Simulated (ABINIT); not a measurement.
# PbS (P-6m2) in ABINIT: single point with PBE

Aim: the single point of PbS with PBE.

Everything below comes from runs of ABINIT 10.8.3 (patched build). Logs are shortened: lines on timing, memory, paths and dates and some standing lists are left out, and cuts for length are marked. The log counts tension as positive stress, the text compression.

## Step 1: Starting point

It takes space group P-6m2 (No. 187, hexagonal). The conventional cell has a = 4.090 Å, b = 4.090 Å, c = 3.788 Å, α = 90.00°, β = 90.00°, γ = 120.00°. Pb (site symmetry -6m2) has 6 S at 3.03 Å as nearest neighbours. Around S (site symmetry -6m2) lie 6 Pb at 3.03 Å.

Measurements of this composition are mostly on another form, of space group No. 225.

## Step 2: Single point, PBE

Input file run.abi:

```
pp_dirpath "./"
pseudos "Pb.GGA_PBE-JTH.xml, S.GGA_PBE-JTH.xml"

acell 3*1.0 Angstrom
rprim
     4.0896976867     0.0000000000     0.0000000000
    -2.0448488433     3.5417820905     0.0000000000
     0.0000000000     0.0000000000     3.7881670000
ntypat 2
znucl 82 16
natom 2
typat 1 2
xred
     0.0000000000     0.0000000000     0.0000000000
     0.6666666667     0.3333333333     0.5000000000

ecut 517.016339 eV
pawecutdg 38.0
pawxcdev 0

kptopt 1
ngkpt 6 6 5
nshiftk 1
shiftk 0.0 0.0 0.0

ixc 11

nband 14
occopt 3
tsmear 0.00183747

nstep 100
tolvrs 1.0e-9

iomode 3
prtwf 0
prtden 0
prteig 0
prtebands 0
enunit 1
```

Potentials or basis: JTH PAW PBE v2.0.

On the command line:

```bash
$ abinit run.abi > log 2>&1
```

run.abo:

```text
.Version 10.8.3 of ABINIT
 Symmetries : space group P-6 m 2 (#187); Bravais hP (primitive hexag.)
================================================================================
 Values of the parameters that define the memory need of the present run
     intxc =       0    ionmov =       0      iscf =      17    lmnmax =      18
     lnmax =       6     mgfft =      32  mpssoang =       3    mqgrid =    3001
     natom =       2  nloc_mem =       2    nspden =       1   nspinor =       1
    nsppol =       1      nsym =      12    n1xccc =       1    ntypat =       2
    occopt =       3   xclevel =       2
       mpw =        1476          nfft =       30720          nkpt =          21
 PAW method is used; the additional fine FFT grid is defined by:
   mgfftf=        45    nfftf =     81000
================================================================================
================================================================================

--------------------------------------------------------------------------------
------------- Echo of variables that govern the present computation ------------
--------------------------------------------------------------------------------
 -outvars: echo values of preprocessed input variables --------
            acell      1.8897261259E+00  1.8897261259E+00  1.8897261259E+00 Bohr
              amu      2.07200000E+02  3.20660000E+01
             ecut      1.90000000E+01 Hartree
           enunit           1
              ixc          11
         kptrlatt        6    0    0      0    6    0      0    0    5
          kptrlen      3.57929907E+01
            natom           2
            nband          14
            ngfft          32      32      30
          ngfftdg          45      45      40
             nkpt          21
            nstep         100
             nsym          12
           ntypat           2
           occopt           3
        pawecutdg      3.80000000E+01 Hartree
         pawxcdev           0
           prtden           0
        prtebands           0
           prteig           0
            prtwf           0
            rprim      4.0896976867E+00  0.0000000000E+00  0.0000000000E+00
                      -2.0448488433E+00  3.5417820905E+00  0.0000000000E+00
                       0.0000000000E+00  0.0000000000E+00  3.7881670000E+00
          spgroup         187
           tolvrs      1.00000000E-09
           tsmear      1.83747000E-03 Hartree
            typat      1  2
           useylm           1
           xangst      0.0000000000E+00  0.0000000000E+00  0.0000000000E+00
                       2.0448488434E+00  1.1805940302E+00  1.8940835000E+00
            xcart      0.0000000000E+00  0.0000000000E+00  0.0000000000E+00
                       3.8642042828E+00  2.2309993829E+00  3.5792990746E+00
             xred      0.0000000000E+00  0.0000000000E+00  0.0000000000E+00
                       6.6666666667E-01  3.3333333333E-01  5.0000000000E-01
            znucl       82.00000   16.00000

================================================================================

 chkinp: Checking input parameters for consistency.

================================================================================
== DATASET  1 ==================================================================

--- !DatasetInfo
iteration_state: {dtset: 1, }
dimensions: {natom: 2, nkpt: 21, mband: 14, nsppol: 1, nspinor: 1, nspden: 1, mpw: 1476, }
cutoff_energies: {ecut:  19.0, pawecutdg:  38.0, }
electrons: {nelect:   2.00000000E+01, charge:   0.00000000E+00, occopt:   3.00000000E+00, tsmear:   1.83747000E-03, }
meta: {optdriver: 0, ionmov: 0, optcell: 0, iscf: 17, paral_kgb: 0, }
...

 Exchange-correlation functional for the present dataset will be:
  GGA: Perdew-Burke-Ernzerhof functional - ixc=11
  J.P.Perdew, K.Burke, M.Ernzerhof, PRL 77, 3865 (1996)

 Real(R)+Recip(G) space primitive vectors, cartesian coordinates (Bohr,Bohr^-1):
 R(1)=  7.7284086  0.0000000  0.0000000  G(1)=  0.1293927  0.0747049  0.0000000
 R(2)= -3.8642043  6.6929981  0.0000000  G(2)=  0.0000000  0.1494099  0.0000000
 R(3)=  0.0000000  0.0000000  7.1585981  G(3)=  0.0000000  0.0000000  0.1396922
 Unit cell volume ucvol=  3.7028725E+02 bohr^3
 Angles (23,13,12)=  9.00000000E+01  9.00000000E+01  1.20000000E+02 degrees

 Coarse grid specifications (used for wave-functions):

 getcut: wavevector=  0.0000  0.0000  0.0000  ngfft=  32  32  30
         ecut(hartree)=     19.000   => boxcut(ratio)=   2.11017

 Fine grid specifications (used for densities):

 getcut: wavevector=  0.0000  0.0000  0.0000  ngfft=  45  45  40
         ecut(hartree)=     38.000   => boxcut(ratio)=   2.01361

--- Pseudopotential description ------------------------------------------------
- pspini: atom type   1  psp file is ./Pb.GGA_PBE-JTH.xml
 Pseudopotential format is: paw10
 basis_size (lnmax)=  6 (lmn_size= 18), orbitals=   0   0   1   1   2   2
 Spheres core radius: rc_sph= 2.40264019
 Shapefunction is BESSEL type: shapef(r,l)=aa(1,l)*jl(q(1,l)*r)+aa(2,l)*jl(q(2,l)*r)
 Radius for shape functions =  2.00872932
 Compensation charge density is not taken into account in XC energy/potential

- pspini: atom type   2  psp file is ./S.GGA_PBE-JTH.xml
 Pseudopotential format is: paw10
 basis_size (lnmax)=  4 (lmn_size=  8), orbitals=   0   0   1   1
 Spheres core radius: rc_sph= 1.90380259
 Shapefunction is SIN type: shapef(r)=[sin(pi*r/rshp)/(pi*r/rshp)]**2
 Radius for shape functions =  1.40128485
 Compensation charge density is not taken into account in XC energy/potential

   5.35596158E+02                                ecore*ucvol(ha*bohr**3)
--------------------------------------------------------------------------------

================================================================================

--- !BeginCycle
iteration_state: {dtset: 1, }
solver: {iscf: 17, nstep: 100, nline: 4, wfoptalg: 10, }
tolerances: {tolvrs: 1.00E-09, }
...

     iter   Etot(hartree)      deltaE(h)  residm     nres2
 ETOT  1  -70.650792713251    -7.065E+01 2.217E+00 2.041E+00
 ETOT  2  -71.584836509144    -9.340E-01 3.404E-01 4.250E+00
 ETOT  3  -71.563177608661     2.166E-02 1.633E-01 1.067E+00
 ETOT  4  -71.557609183839     5.568E-03 3.637E-02 7.427E-02
 ETOT  5  -71.558218407284    -6.092E-04 1.086E-02 3.234E-02
 ETOT  6  -71.558083077947     1.353E-04 3.231E-03 1.753E-03
 ETOT  7  -71.558110543721    -2.747E-05 4.186E-03 1.225E-03
 ETOT  8  -71.558113857205    -3.313E-06 5.900E-04 2.151E-05
 ETOT  9  -71.558115487879    -1.631E-06 2.761E-04 6.649E-06
 ETOT 10  -71.558115565629    -7.775E-08 1.070E-04 1.244E-06
 ETOT 11  -71.558115562691     2.937E-09 8.681E-05 1.127E-07
 ETOT 12  -71.558115563963    -1.271E-09 3.820E-05 5.043E-09
 ETOT 13  -71.558115564009    -4.593E-11 4.391E-05 3.152E-10

 At SCF step   13       nres2   =  3.15E-10 < tolvrs=  1.00E-09 =>converged.

 Cartesian components of stress tensor (hartree/bohr^3)
  sigma(1 1)=  2.81785983E-05  sigma(3 2)=  0.00000000E+00
  sigma(2 2)=  2.81785983E-05  sigma(3 1)=  0.00000000E+00
  sigma(3 3)=  1.75567192E-05  sigma(2 1)= -5.55429165E-14

--- !ResultsGS
iteration_state: {dtset: 1, }
comment   : Summary of ground state results
lattice_vectors:
- [  7.7284086,   0.0000000,   0.0000000, ]
- [ -3.8642043,   6.6929981,   0.0000000, ]
- [  0.0000000,   0.0000000,   7.1585981, ]
lattice_lengths: [   7.72841,    7.72841,    7.15860, ]
lattice_angles: [ 90.000,  90.000, 120.000, ] # degrees, (23, 13, 12)
lattice_volume:   3.7028725E+02
convergence: {deltae: -4.593E-11, res2:  3.152E-10, residm:  4.391E-05, diffor: null, }
etotal    :  -7.15581156E+01
entropy   :   0.00000000E+00
fermie    :   2.05249068E-01
cartesian_stress_tensor: # hartree/bohr^3
- [  2.81785983E-05,  -5.55429165E-14,   0.00000000E+00, ]
- [ -5.55429165E-14,   2.81785983E-05,   0.00000000E+00, ]
- [  0.00000000E+00,   0.00000000E+00,   1.75567192E-05, ]
pressure_GPa:  -7.2487E-01
xred      :
- [  0.0000E+00,   0.0000E+00,   0.0000E+00, Pb]
- [  6.6667E-01,   3.3333E-01,   5.0000E-01,  S]
cartesian_forces: # hartree/bohr
- [  6.96817514E-29,   1.20692334E-28,  -0.00000000E+00, ]
- [ -6.96817514E-29,  -1.20692334E-28,  -0.00000000E+00, ]
force_length_stats: {min:   1.39363503E-28, max:   1.39363503E-28, mean:   1.39363503E-28, }
...

 Integrated electronic density in atomic spheres:
 ------------------------------------------------
 Atom  Sphere_radius  Integrated_density
    1        2.40264         11.28895573
    2        1.90380          3.52175471

================================================================================

 ----iterations are completed or convergence reached----

 Mean square residual over all n,k,spin=   30.349E-08; max=  43.907E-06
 reduced coordinates (array xred) for    2 atoms
       0.000000000000      0.000000000000      0.000000000000
       0.666666666667      0.333333333333      0.500000000000
 rms dE/dt=  1.0771E-27; max dE/dt=  1.0771E-27; dE/dt below (all hartree)
    1       0.000000000000     -0.000000000000      0.000000000000
    2       0.000000000000     -0.000000000000      0.000000000000

 cartesian coordinates (angstrom) at end:
    1      0.00000000000000     0.00000000000000     0.00000000000000
    2      2.04484884336667     1.18059403016667     1.89408350000000

 cartesian forces (hartree/bohr) at end:
    1      0.00000000000000     0.00000000000000    -0.00000000000000
    2     -0.00000000000000    -0.00000000000000    -0.00000000000000
 frms,max,avg= 8.0461556E-29 1.2069233E-28   0.000E+00  0.000E+00  0.000E+00 h/b

 cartesian forces (eV/Angstrom) at end:
    1      0.00000000000000     0.00000000000000    -0.00000000000000
    2     -0.00000000000000    -0.00000000000000    -0.00000000000000
 frms,max,avg= 4.1374996E-27 6.2062493E-27   0.000E+00  0.000E+00  0.000E+00 e/A
 length scales=  1.889726125908  1.889726125908  1.889726125908 bohr
              =  1.000000000000  1.000000000000  1.000000000000 angstroms
 Fermi (or HOMO) energy (eV) =   5.58511   Average Vxc (eV)=  -9.10569
 Eigenvalues (   eV  ) for nkpt=  21  k points:
 kpt#   1, nband= 14, wtk=  0.00556, kpt=  0.0000  0.0000  0.0000 (reduced coord)
 -11.41789  -11.39669  -11.39669  -11.29480  -11.29480   -7.68750   -0.99202    3.31312
   3.79183    3.79183    8.92826    8.92826   10.75556   11.96403
 prteigrs : prtvol=0 or 1, do not print more k-points.

--- !EnergyTerms
iteration_state     : {dtset: 1, }
comment             : Components of total free energy in Hartree
kinetic             :  9.40350120050273E+00
hartree             :  2.09939317245655E+01
xc                  : -6.16566282831966E+00
Ewald energy        : -5.43868854420037E+01
psp_core            :  1.44643423140618E+00
local_psp           : -6.73028470765906E+01
PAW spherical_terms :  2.44534773972424E+01
internal            : -7.15580507931972E+01
'-kT*entropy'       : -7.36353666875739E-05
total_energy        : -7.15581244285639E+01
total_energy_eV     : -1.94719576286362E+03
...

--- !EnergyTermsDC
iteration_state     : {dtset: 1, }
comment             : '"Double-counting" decomposition of free energy'
band_energy         : -4.11808080056563E+00
Ewald energy        : -5.43868854420037E+01
psp_core            :  1.44643423140618E+00
xc_dc               : -2.07285911402060E+01
PAW spherical_terms :  6.22908122272709E+00
internal            : -7.15580419286421E+01
'-kT*entropy'       : -7.36353666875739E-05
total_energy_dc     : -7.15581155640087E+01
total_energy_dc_eV  : -1.94719552164679E+03
...

--- !EnergyTermsWithPAWCore
iteration_state     : {dtset: 1, }
comment             : 'Components of total free energy, including PAW core contributions'
Total energy        : -2.12812643713107E+04
Total energy DC     : -2.12812643624462E+04
Total energy (eV)   : -5.79092704610571E+05
Total energy DC (eV): -5.79092704369354E+05
...

 Cartesian components of stress tensor (hartree/bohr^3)
  sigma(1 1)=  2.81785983E-05  sigma(3 2)=  0.00000000E+00
  sigma(2 2)=  2.81785983E-05  sigma(3 1)=  0.00000000E+00
  sigma(3 3)=  1.75567192E-05  sigma(2 1)= -5.55429165E-14

-Cartesian components of stress tensor (GPa)         [Pressure= -7.2487E-01 GPa]
- sigma(1 1)=  8.29042985E-01  sigma(3 2)=  0.00000000E+00
- sigma(2 2)=  8.29042984E-01  sigma(3 1)=  0.00000000E+00
- sigma(3 3)=  5.16536513E-01  sigma(2 1)= -1.63412902E-09

== END DATASET(S) ==============================================================
================================================================================

 -outvars: echo values of variables after computation  --------
            acell      1.8897261259E+00  1.8897261259E+00  1.8897261259E+00 Bohr
           etotal     -7.1558115564E+01
            fcart      6.9681751432E-29  1.2069233384E-28 -0.0000000000E+00
                      -6.9681751432E-29 -1.2069233384E-28 -0.0000000000E+00
            rprim      4.0896976867E+00  0.0000000000E+00  0.0000000000E+00
                      -2.0448488433E+00  3.5417820905E+00  0.0000000000E+00
                       0.0000000000E+00  0.0000000000E+00  3.7881670000E+00
           strten      2.8178598318E-05  2.8178598275E-05  1.7556719230E-05
                       0.0000000000E+00  0.0000000000E+00 -5.5542916538E-14
           xangst      0.0000000000E+00  0.0000000000E+00  0.0000000000E+00
                       2.0448488434E+00  1.1805940302E+00  1.8940835000E+00
             xred      0.0000000000E+00  0.0000000000E+00  0.0000000000E+00
                       6.6666666667E-01  3.3333333333E-01  5.0000000000E-01
 Calculation completed.
```

Run time: 20 s. Hardware: 1 thread of AMD EPYC 7R43 (Zen 3), shared host; peak memory 0.11 GiB.

What came out:

* Free energy: -1947.1955 eV
* Band gap on the k mesh: 0.06 eV, indirect (least direct gap 1.74 eV)
* Valence electrons inside the program's atomic spheres: Pb 11.29; S 3.52

Caveat: the cutoff is too short for stress, so the log's stress isn't used; spin-orbit coupling is left out, which as a rule narrows the gap of such compounds by several tenths of an eV; an odd mesh through Γ misses points on the zone boundary, where band edges often lie.
